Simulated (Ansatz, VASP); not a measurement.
# SiC (Moissanite 3C): VASP beside Ansatz

Aim: how closely do two programs agree when they are given the same cell, functional and k mesh?

Program: Ansatz 0.2.0. Level of theory: plane waves, with VASP 6.6.1 beside it; band structure at LDA, band structure at PBE and dielectric response at LDA. Results are calculated unless marked as measured.

**1. The starting structure**

Symmetry: F-43m, No. 216, cubic system. Conventional cell: a = 4.358 Å, b = 4.358 Å, c = 4.358 Å, α = 90.00°, β = 90.00°, γ = 90.00°. Si has 4 C at 1.89 Å nearest. Nearest to C lie 4 Si at 1.89 Å. Farther neighbours are not listed.

**2. Ansatz: band structure, LDA**

Ansatz runs on its default PAW (the set named soft_2) files.

Levels along a path test the potential and the projectors away from the mesh points.

input.yaml

```yaml
crystal:
  lattice:
    - [0.0, 2.179, 2.179]
    - [2.179, 0.0, 2.179]
    - [2.179, 2.179, 0.0]
  atoms:
    - { symbol: Si, position: [0.0, 0.0, 0.0] }
    - { symbol: C, position: [0.75, 0.75, 0.75] }
hamiltonian:
  xc: lda
  pseudopotentials: { kind: paw }
kpoints:
  mp_grid: { grid: [8, 8, 8] }
  band_path:
    path:
      - [0.0, 0.0, 0.0]
      - [0.16667, 0.0, 0.16667]
      - [0.33333, 0.0, 0.33333]
      - [0.5, 0.0, 0.5]
      - [0.5, 0.08333, 0.58333]
      - [0.5, 0.19444, 0.69444]
      - [0.5, 0.25, 0.75]
      - [0.45833, 0.29167, 0.75]
      - [0.40278, 0.34722, 0.75]
      - [0.375, 0.375, 0.75]
      - [0.20833, 0.20833, 0.41667]
      - [0.08333, 0.08333, 0.16667]
      - [0.0, 0.0, 0.0]
      - [0.22222, 0.22222, 0.22222]
      - [0.38889, 0.38889, 0.38889]
      - [0.51389, 0.47222, 0.51389]
      - [0.55556, 0.38889, 0.55556]
      - [0.61111, 0.27778, 0.61111]
      - [0.61111, 0.25, 0.63889]
      - [0.56944, 0.25, 0.68056]
      - [0.51389, 0.25, 0.73611]
      - [0.5, 0.27778, 0.72222]
      - [0.5, 0.38889, 0.61111]
      - [0.5, 0.47222, 0.52778]
      - [0.48611, 0.48611, 0.52778]
      - [0.43056, 0.43056, 0.63889]
      - [0.38889, 0.38889, 0.72222]
      - [0.59722, 0.19444, 0.59722]
      - [0.55556, 0.11111, 0.55556]
      - [0.5, 0.0, 0.5]
    npoints: 1
scf:
  occupations: { method: gaussian, width: 0.03 }
  n_extra_bands: 7
output:
  forces: true
  stress: true
  eigenvalues: true
```

Run with:

```console
> ansatz run input.yaml --threads 2 --pin off --max-ram 4608MiB --backend cpu --events-out ev --progress --plain --runs-dir out
```

Numbers of over 12 decimals in the logs are rounded to 6 here.

Log:

```text
scf.n_extra_bands = 7 over 4 filled bands (N_el = 8.0): the run solves 11 bands
Engine: ansatz 0.2.0, aarch64-unknown-linux-gnu
Pseudopotentials: kind: paw
Pseudopotential: Si, paw, valence charge 4, recommended cutoff 420 eV (normal), Si.paw.azcp
Pseudopotential: C, paw, valence charge 4, recommended cutoff 420 eV (normal), C.paw.azcp
Functional definition: SPW92
  exchange = slater_x
  correlation = pw_c
Crystal: 2 atoms, lattice volume = 20.692 Å³
Basis set: ecut = 420 eV, 411 PW (Γ)
Bands: 11, of which v1, the nominal top of the filled ones, is band 4 counted from 1 (3 counted from 0)
Symmetry: 24 space group operations
Space group: F-43m (ITA 216), of the structure as read, at distance tolerance 2.7e-5 Å
k-points: 29 of 512 (time reversal used)
Non-local potential: Si, projectors of the file, l = 0: 2, l = 1: 2, l = 2: 2
Non-local potential: C, projectors of the file, l = 0: 2, l = 1: 2, l = 2: 1
PAW form: soft (Blöchl's): semilocal exchange-correlation on the pseudo side does not see the compensation charge
PAW frozen core: Si, regenerated for the run's functional, and the local potential with it (the file was generated under x = pbe(κ = 0.804, μ = 0.219515), c = pbe(β = 0.066725))
PAW frozen core: C, regenerated for the run's functional, and the local potential with it (the file was generated under x = pbe(κ = 0.804, μ = 0.219515), c = pbe(β = 0.066725))
PAW one-centre angular grid: Si, 110 points (default); XC on 64 Gauss nodes
PAW one-centre angular grid: C, 110 points (default); XC on 64 Gauss nodes
Initial density: superposition of atomic densities (neutral atoms: chi_scale 0, normalization atom), corrected by the library's trained network
Initial wavefunctions: pseudopotential atomic-orbital guess
Functional: x = slater, c = lda
SCF iter   1: F=—  HF=-852.197354 eV  |F-HF|=—  |Δ(HF+E_count)|=         —  Δρ=7.60e-3  dr2=1.24e-2  ethr=1.77e-3  ⟨swp⟩=5.8  Hψ=2267  notcnv=0  defer=12
preconditioner: auto → none  [insulator: Δε(μ)=1.242 eV  Ē_g=17.368 eV  σ=0.030 eV  W_gap=1.00  n_scr=0 (ndim 8)  ℏωp=23.1 eV  f_vac=0.000  D(μ)=0.00/eV (n_scr^D=0)  ε∞_Penn≈2.8]
SCF iter   2: F=—  HF=-852.194015 eV  |F-HF|=—  |Δ(HF+E_count)|=   3.34e-3  Δρ=3.51e-3  dr2=1.25e-3  ethr=1.55e-4  ⟨swp⟩=2.0  Hψ=694  notcnv=0  defer=60
SCF iter   3: F=—  HF=-852.193679 eV  |F-HF|=—  |Δ(HF+E_count)|=   3.36e-4  Δρ=1.47e-3  dr2=1.75e-4  ethr=1.57e-5  ⟨swp⟩=2.5  Hψ=393  notcnv=0  defer=60
SCF iter   4: F=—  HF=-852.193635 eV  |F-HF|=—  |Δ(HF+E_count)|=   4.36e-5  Δρ=2.47e-4  dr2=5.41e-6  ethr=2.19e-6  ⟨swp⟩=1.0  Hψ=259  notcnv=0  defer=60
SCF iter   5: F=—  HF=-852.193636 eV  |F-HF|=—  |Δ(HF+E_count)|=   4.98e-7  Δρ=1.42e-5  dr2=1.78e-8  ethr=6.76e-8  ⟨swp⟩=1.4  Hψ=297  notcnv=0  defer=60
SCF iter   6: F=-852.193636 eV  HF=-852.193636 eV  |F-HF|=5.15e-11  |Δ(HF+E_count)|=   9.31e-9  Δρ=1.18e-6  dr2=1.04e-10  ethr=2.22e-10  ⟨swp⟩=5.8  Hψ=1385  notcnv=0
SCF 1 converged in 6 iterations: F = -852.193636 eV  dr2 = 1.04e-10
  greatest PAW one-centre occupation: 0.637 electrons in one spin orbital (limit 2), on the C atom at site 1 (counted from 0), in its partial waves of l = 0
NSCF: frozen V_eff on 30 k-points
SCF converged after 6 iterations
Free energy (F): -852.193636 eV
Harris-Foulkes:  -852.193636 eV  (|F-HF|=5.15e-11)
Internal energy: -852.193636 eV  (E = F + TS)
E sigma→0 (E₀):  -852.193636 eV
Fermi energy:    9.903089 eV
--- Per-component energies (eV) ---
  E_band       = 27.050055
  E_kinetic    = 135.709321
  E_local      = -106.266814  (includes V_loc(G=0)·N_el)
  E_nonlocal   = 53.906241
  E_hartree    = 31.776257
  E_xc         = -104.703459
  E_vxc        = -109.365146  (∫ρ·V_xc dr)
  E_paw        = -577.978578  (= ΣΔE_a)
  E_vpaw       = -10.486052  (= ΣTr[D̂ρ^β])
  E_aug_tail   = 0.000012  (compensation charges beyond the density's cutoff)
  E_ewald      = -284.783780
  E_core_change = 0.147163  (= ΣΔE_core)
  E_smearing   = -0.000000  (= −TS)
  E_closure    = -0.000000  (closes the sum)
  Σ components = -852.193636   (vs F -852.193636, Δ=0.00e0)
--- Forces (eV/Å), atoms counted from 1 ---
  atom   1  Si    -0.00000000     0.00000000    -0.00000000
  atom   2  C      0.00000000     0.00000000     0.00000000
  max |Σ_I F_I| component: 1.11e-16 eV/Å
--- Stress (GPa, compression-positive) ---
       -4.426879       0.000000      -0.000000
        0.000000      -4.426879       0.000000
       -0.000000       0.000000      -4.426879
  P = ⅓ Tr σ = -4.4269 GPa (-44.269 kbar)
--- Band table (eV; the first three rows and the last of 29) ---
  k-point 0: bands = [-6.0742, 9.2450, 9.2450, 9.2450, 15.5117, 16.4434, 16.4434, 16.4434, ... 3 higher]
  k-point 1: bands = [-5.7684, 7.7748, 9.0432, 9.0432, 15.6891, 16.7930, 16.7930, 16.9950, ... 3 higher]
  k-point 2: bands = [-4.8730, 4.9736, 8.6367, 8.6367, 15.1792, 17.0484, 17.0484, 18.4876, ... 3 higher]
  k-point 28: bands = [-0.7285, 2.2095, 4.2273, 4.5363, 14.3832, 18.5740, 18.6079, 18.8651, ... 3 higher]
```

Elapsed: 1.5 s, on 2 threads of Arm Neoverse N1, shared host; peak memory 0.25 GiB; 2.4 s of CPU time.

**3. VASP: band structure, LDA**

The same cell, functional (in two slightly different forms), mesh and smearing now go to VASP, with its own data sets and cutoff.

Lines of VASP's logs that name or quote its potential files are left out, and so is its time.

INCAR

```
SYSTEM = SiC
PREC = Accurate
ENCUT = 460
EDIFF = 1E-06
NELM = 100
ISMEAR = 0
SIGMA = 0.03
LREAL = .FALSE.
ALGO = Normal
GGA = CA
NBANDS = 16
LORBIT = 11
LWAVE = .FALSE.
LCHARG = .FALSE.
KPAR = 4
```

POSCAR

```
SiC
1.0
    0.0000000000      2.1790000000      2.1790000000
    2.1790000000      0.0000000000      2.1790000000
    2.1790000000      2.1790000000      0.0000000000
Si C
1 1
Direct
    0.0000000000      0.0000000000      0.0000000000
    0.7500000000      0.7500000000      0.7500000000
```

KPOINTS

```
Automatic mesh
0
Gamma
8 8 8
0 0 0
```

KPOINTS_OPT

```
Line mode
10
Line-mode
Reciprocal
  0.00000000   0.00000000   0.00000000 GAMMA
  0.50000000   0.00000000   0.50000000 X

  0.50000000   0.00000000   0.50000000 X
  0.50000000   0.25000000   0.75000000 W

  0.50000000   0.25000000   0.75000000 W
  0.37500000   0.37500000   0.75000000 K

  0.37500000   0.37500000   0.75000000 K
  0.00000000   0.00000000   0.00000000 GAMMA

  0.00000000   0.00000000   0.00000000 GAMMA
  0.50000000   0.50000000   0.50000000 L

  0.50000000   0.50000000   0.50000000 L
  0.62500000   0.25000000   0.62500000 U

  0.62500000   0.25000000   0.62500000 U
  0.50000000   0.25000000   0.75000000 W

  0.50000000   0.25000000   0.75000000 W
  0.50000000   0.50000000   0.50000000 L

  0.50000000   0.50000000   0.50000000 L
  0.37500000   0.37500000   0.75000000 K

  0.62500000   0.25000000   0.62500000 U
  0.50000000   0.00000000   0.50000000 X
```

Potentials, in the order of the species: Si and C (LDA family, release 64).

Run with:

```console
> mpirun -np 4 vasp_std
```

Log:

```text
[banner, memory and clock lines left out]
running    4 mpi-ranks, on    1 nodes
 distrk:  each k-point on    1 cores,    4 groups
 distr:  one band on    1 cores,    1 groups

 POSCAR found type information on POSCAR SiC
 POSCAR found :  2 types and       2 ions
 LDA part: xc-table for (Slater(with rela. corr.)+CA(PZ))
 , standard interpolation
 POSCAR, INCAR and KPOINTS ok, starting setup
 FFT: planning ... GRIDC
 FFT: planning ... GRID_SOFT
 FFT: planning ... GRID
 WAVECAR not read
 entering main loop
       N       E                     dE             d eps       ncg     rms          rms(c)
DAV:   1     0.146316734233E+00    0.14632E+00   -0.33842E+03   968   0.381E+02
DAV:   2    -0.182915499154E+02   -0.18438E+02   -0.17864E+02  1264   0.886E+01
DAV:   3    -0.186712736398E+02   -0.37972E+00   -0.37948E+00  1072   0.960E+00
DAV:   4    -0.186721361713E+02   -0.86253E-03   -0.86252E-03  1304   0.600E-01
DAV:   5    -0.186721387729E+02   -0.26016E-05   -0.26015E-05  1048   0.293E-02    0.906E+00
DAV:   6    -0.167254212581E+02    0.19467E+01   -0.58961E+00  1200   0.814E+00    0.380E+00
DAV:   7    -0.166598144589E+02    0.65607E-01   -0.39831E-01  1256   0.271E+00    0.188E+00
DAV:   8    -0.166391721341E+02    0.20642E-01   -0.23419E-02  1080   0.725E-01    0.163E-01
DAV:   9    -0.166385819774E+02    0.59016E-03   -0.28773E-03  1192   0.212E-01    0.877E-02
DAV:  10    -0.166385918681E+02   -0.98907E-05   -0.12272E-04  1096   0.538E-02    0.337E-02
DAV:  11    -0.166385924318E+02   -0.56375E-06   -0.14173E-06  1240   0.576E-03
   1 F= -.16638592E+02 E0= -.16638592E+02  d E =-.175861E-17
 Start KPOINTS_OPT (optional k-point list driver)
k-point batch [1-29\100]
       N       E                     dE             ncg
DAV:   1     0.993866066298E+03   -0.74605E+04      952
DAV:   2     0.488035678396E+03   -0.50583E+03     1264
DAV:   3     0.477236354856E+03   -0.10799E+02     1128
DAV:   4     0.477213429342E+03   -0.22926E-01     1200
DAV:   5     0.477213365249E+03   -0.64093E-04     1160
DAV:   6     0.477213365011E+03   -0.23818E-06     1104
[...]
k-point batch [88-100\100]
       N       E                     dE             ncg
DAV:   1     0.575733865590E+04   -0.43645E+04      448
DAV:   2     0.553242912683E+04   -0.22491E+03      536
DAV:   3     0.552877180419E+04   -0.36573E+01      552
DAV:   4     0.552876419631E+04   -0.76079E-02      504
DAV:   5     0.552876417466E+04   -0.21651E-04      536
DAV:   6     0.552876417457E+04   -0.87616E-07      464
```

From OUTCAR (step 3):

```text
ion  position               nearest neighbor table
   1  0.000  0.000  0.000-   2 1.89   2 1.89   2 1.89   2 1.89
   2  0.750  0.750  0.750-   1 1.89   1 1.89   1 1.89   1 1.89

  LATTYP: Found a face centered cubic cell.
 ALAT       =     4.3580000000

 Subroutine GETGRP returns: Found 24 space group operations
 (whereof 24 operations were pure point group operations)

The static configuration has the point symmetry T_d .

 Found     29 irreducible k-points:

   k-points           NKPTS =     29   k-points in BZ     NKDIM =     29   number of bands    NBANDS=     16

   dimension x,y,z NGX =    24 NGY =   24 NGZ =   24
   dimension x,y,z NGXF=    48 NGYF=   48 NGZF=   48

   ENCUT  =  460.0 eV  33.81 Ry    5.81 a.u.   5.39  5.39  5.39*2*pi/ulx,y,z

   NELECT =       8.0000    total number of electrons

 k-points in reciprocal lattice and weights: Automatic mesh
   0.00000000  0.00000000  0.00000000       0.002
   0.12500000  0.00000000  0.00000000       0.016
   0.25000000  0.00000000  0.00000000       0.016
   0.37500000  0.00000000  0.00000000       0.016
   0.50000000  0.00000000  0.00000000       0.008
   0.12500000  0.12500000  0.00000000       0.012
   0.25000000  0.12500000  0.00000000       0.047
   0.37500000  0.12500000  0.00000000       0.047
   0.50000000  0.12500000  0.00000000       0.047
[...]
-0.37500000  0.50000000  0.12500000       0.023
  -0.25000000  0.50000000  0.25000000       0.012

 average (electrostatic) potential at core
       1 -81.9331       2 -49.0309

 E-fermi :   8.2319

 k-point     1 :       0.0000    0.0000    0.0000
  band No.  band energies     occupation
      1      -7.2536      2.00000
      2       8.0631      2.00000
      3       8.0631      2.00000
      4       8.0631      2.00000
      5      14.3537      0.00000
      6      15.2538      0.00000
      7      15.2538      0.00000
      8      15.2538      0.00000
      9      22.5223      0.00000
    ...

 k-point     2 :       0.1250    0.0000    0.0000
  band No.  band energies     occupation
      1      -6.9479      2.00000
      2       6.5922      2.00000
      3       7.8606      2.00000
      4       7.8606      2.00000
      5      14.5171      0.00000
      6      15.6040      0.00000
      7      15.6040      0.00000
      8      15.8200      0.00000
      9      21.2846      0.00000
    ...

 k-point     3 :       0.2500    0.0000    0.0000
  band No.  band energies     occupation
      1      -6.0525      2.00000
      2       3.7915      2.00000
      3       7.4543      2.00000
      4       7.4543      2.00000
      5      14.0042      0.00000
      6      15.8587      0.00000
      7      15.8587      0.00000
      8      17.3168      0.00000
      9      21.0985      0.00000
    ...

  Total       -0.5297078     -0.5297078     -0.5297078      0.0000000     -0.0000000      0.0000000
  in kB      -41.0152383    -41.0152383    -41.0152383      0.0000000     -0.0000000      0.0000000
  external PRESSURE =     -41.0152383 kB  Pullay stress =       0.0000000 kB

  energy-cutoff  :      460.00
  volume of cell :       20.69
      direct lattice vectors                 reciprocal lattice vectors
     0.000000000  2.179000000  2.179000000    -0.229463056  0.229463056  0.229463056
     2.179000000  0.000000000  2.179000000     0.229463056 -0.229463056  0.229463056
     2.179000000  2.179000000  0.000000000     0.229463056  0.229463056 -0.229463056

 POSITION                                       TOTAL-FORCE (eV/Angst)
 -----------------------------------------------------------------------------------
      0.00000      0.00000      0.00000        -0.000000     -0.000000     -0.000000
      3.26850      3.26850      3.26850         0.000000      0.000000      0.000000
 -----------------------------------------------------------------------------------
    total drift:                               -0.000000     -0.000000     -0.000000

  FREE ENERGIE OF THE ION-ELECTRON SYSTEM (eV)
  ---------------------------------------------------
  free  energy   TOTEN  =       -16.6385924318 eV

  energy  without entropy=      -16.6385924318  energy(sigma->0) =      -16.63859243

 total charge
# of ion       s       p       d       tot
------------------------------------------
    1        0.713   0.982   0.000   1.695
    2        0.830   1.711   0.000   2.540
--------------------------------------------------
tot          1.542   2.693   0.000   4.236

[... 3 further parts left out ...]
```

The run ends at a pressure of -4.10 GPa.

**4. Comparison**

Known differences besides the potentials themselves: the two LDA forms differ slightly; the cutoff is 420 eV in Ansatz and 460 eV in VASP; VASP's log shows a relativistic correction to its local exchange, Ansatz's none. Total energies have different zeros and are not compared.

Compared:

```tsv
quantity	Ansatz	VASP	difference
pressure (GPa)	-4.43	-4.10	-0.33
pressure without Ansatz's Pulay correction (GPa)	-4.82	-4.10	-0.72
gap over the path points (eV)	1.316	1.303	+0.013
```

Levels at points of the path, from each program's valence-band top (eV; 3 filled, then empty):

```tsv
k (reciprocal lattice)	Ansatz	VASP
0.000 0.000 0.000	0.00 0.00 0.00 6.27 7.20 7.20	0.00 0.00 0.00 6.29 7.19 7.19
0.167 0.000 0.167	-1.76 -1.11 -1.11 5.45 7.29 8.92	-1.76 -1.11 -1.11 5.44 7.30 8.92
0.333 0.000 0.333	-5.01 -2.61 -2.61 2.58 5.09 11.98	-5.01 -2.62 -2.62 2.57 5.09 11.99
0.500 0.000 0.500	-7.82 -3.19 -3.19 1.32 4.19 13.82	-7.81 -3.19 -3.19 1.30 4.19 13.83
0.500 0.083 0.583	-7.67 -3.67 -3.65 2.17 5.00 12.82	-7.67 -3.67 -3.65 2.15 5.00 12.83
0.500 0.194 0.694	-7.17 -4.78 -4.57 4.52 7.76 10.06	-7.17 -4.78 -4.57 4.51 7.76 10.06
0.500 0.250 0.750	-7.04 -5.02 -4.71 5.14 9.33 9.36	-7.03 -5.02 -4.71 5.13 9.34 9.36
0.458 0.292 0.750	-7.11 -5.26 -4.08 4.67 8.26 9.90	-7.10 -5.27 -4.09 4.66 8.26 9.90
0.403 0.347 0.750	-7.26 -5.54 -2.84 3.31 7.70 11.21	-7.26 -5.54 -2.84 3.30 7.70 11.21
0.375 0.375 0.750	-7.29 -5.57 -2.60 3.04 7.65 11.70	-7.28 -5.58 -2.60 3.03 7.65 11.70
```

Among the levels compared at these points, filled levels agree within 8 meV and empty ones within 24 meV. Ansatz's pressure holds a Pulay correction of 0.40 GPa; VASP's holds none.

**5. VASP: band structure, PBE**

Levels along a path test the potential and the projectors away from the mesh points.

INCAR, as its differences from that of step 3:

```diff
@@ -9,3 +9,3 @@
 ALGO = Normal
-GGA = CA
+GGA = PE
 NBANDS = 16
```

POSCAR is that of step 3.

KPOINTS is that of step 3.

KPOINTS_OPT is that of step 3.

The projector-augmented-wave data sets are Si and C (PBE family, release 64).

Run with:

```console
> mpirun -np 4 vasp_std
```

Log:

```text
[banner, memory and clock lines left out]
running    4 mpi-ranks, on    1 nodes
[...]
LDA part: xc-table for (Slater+PW92), standard interpolation
 POSCAR, INCAR and KPOINTS ok, starting setup
[...]
entering main loop
       N       E                     dE             d eps       ncg     rms          rms(c)
DAV:   1     0.192678271882E+01    0.19268E+01   -0.33971E+03   968   0.382E+02
DAV:   2    -0.165362142949E+02   -0.18463E+02   -0.17885E+02  1264   0.886E+01
DAV:   3    -0.169116435691E+02   -0.37543E+00   -0.37520E+00  1080   0.954E+00
DAV:   4    -0.169124113097E+02   -0.76774E-03   -0.76773E-03  1304   0.564E-01
[...]
DAV:  10    -0.150585025164E+02   -0.10723E-03   -0.21033E-04  1064   0.712E-02    0.295E-02
DAV:  11    -0.150585069507E+02   -0.44343E-05   -0.27824E-05  1240   0.222E-02    0.673E-03
DAV:  12    -0.150585074189E+02   -0.46823E-06   -0.22988E-06  1072   0.622E-03
   1 F= -.15058507E+02 E0= -.15058507E+02  d E =-.875329E-23
 Start KPOINTS_OPT (optional k-point list driver)
k-point batch [1-29\100]
       N       E                     dE             ncg
DAV:   1     0.100015364605E+04   -0.74543E+04      952
DAV:   2     0.491346335699E+03   -0.50881E+03     1256
DAV:   3     0.480621105166E+03   -0.10725E+02     1120
DAV:   4     0.480599960129E+03   -0.21145E-01     1192
DAV:   5     0.480599904061E+03   -0.56068E-04     1160
DAV:   6     0.480599903864E+03   -0.19679E-06     1072
[...]
k-point batch [88-100\100]
       N       E                     dE             ncg
DAV:   1     0.575942658137E+04   -0.43624E+04      448
DAV:   2     0.553371610670E+04   -0.22571E+03      544
DAV:   3     0.553009859739E+04   -0.36175E+01      544
DAV:   4     0.553009155925E+04   -0.70381E-02      512
DAV:   5     0.553009154024E+04   -0.19000E-04      520
DAV:   6     0.553009154017E+04   -0.73091E-07      480
```

OUTCAR, selected parts (step 5):

```text
  Total        0.4010457      0.4010457      0.4010457      0.0000000      0.0000000     -0.0000000
  in kB       31.0529400     31.0529400     31.0529400      0.0000000      0.0000000     -0.0000000
  external PRESSURE =      31.0529400 kB  Pullay stress =       0.0000000 kB

  FREE ENERGIE OF THE ION-ELECTRON SYSTEM (eV)
  ---------------------------------------------------
  free  energy   TOTEN  =       -15.0585074189 eV

  energy  without entropy=      -15.0585074189  energy(sigma->0) =      -15.05850742

[... 3 parts as in an earlier step ...]

[... 1 further part left out ...]
[key lines of the parts left out:]
E-fermi :   8.3071
```

The run ends at a pressure of 3.11 GPa.

[end of part 1 of 2]

[Lines on the potential files, build, host, timing and source positions are cut from VASP's logs without a mark.]

[Logs are printed without paths, hosts, clocks, repeated set-up lines and the standing remarks that a program may print on its own settings, such as how far it seeks lower states.]

[Hosts, paths, dates, database ids (printed as entryN), source tags and the programs' standing remarks are cut or masked in the printed files.]
